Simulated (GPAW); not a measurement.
Crystal: MnO2.

```xyz
6
Lattice="2.8550 0.0000 0.0000 -1.4275 2.4725 0.0000 0.0000 0.0000 10.2217" Properties=species:S:1:pos:R:3 pbc="T T T"
Mn    0.0000    0.0000    5.1109
Mn    0.0000    0.0000    0.0000
O     1.4275    0.8242    4.1588
O     1.4275    0.8242    0.9521
O     0.0000    1.6483    6.0630
O     0.0000    1.6483    9.2697
```

Measurements of this composition are mostly on another form, of space group No. 136.

Base run:

* Program: GPAW 26.7.0
* Functional: PBEsol
* Potentials or basis: PAW data sets generated in the run's folder for this functional
* Cutoff: 800 eV
* Basis: pw
* k mesh: 7 × 7 × 2
* Occupations: fermi-dirac, width 0.05 eV
* Spin: collinear spin, ferromagnetic start
* Starting moments: [4.0, 4.0, 0.0, 0.0, 0.0, 0.0] μB

Its results: band gap on the k mesh 0.77 eV, indirect (least direct gap 0.81 eV); pressure 0.4 GPa; net moment 6.00 μB per cell; site moments Mn +2.81; O +0.04 μB; largest force 0.039 eV/Å.

Question: After a change of settings the same cell gave: band gap on the k mesh 0.49 eV, indirect (least direct gap 0.51 eV); pressure -7.2 GPa; net moment 6.00 μB per cell; site moments Mn +2.78; O +0.04 μB; largest force 0.535 eV/Å. Which change was it?
A. k mesh from 7 × 7 × 2 to 11 × 11 × 3
B. functional from PBEsol to LDA; potentials or basis from PAW data sets generated in the run's folder for this functional to the program's PAW data sets (release 1.2.1) made for this functional
C. functional from PBEsol to r2SCAN; potentials or basis from PAW data sets generated in the run's folder for this functional to GPAW PAW data sets (gpaw-data 1.2.1)

Answer: B.

Caveats: only a ferromagnetic start was run, and an antiferromagnetic order may lie lower in energy.

Not every run made on this cell is shown here.
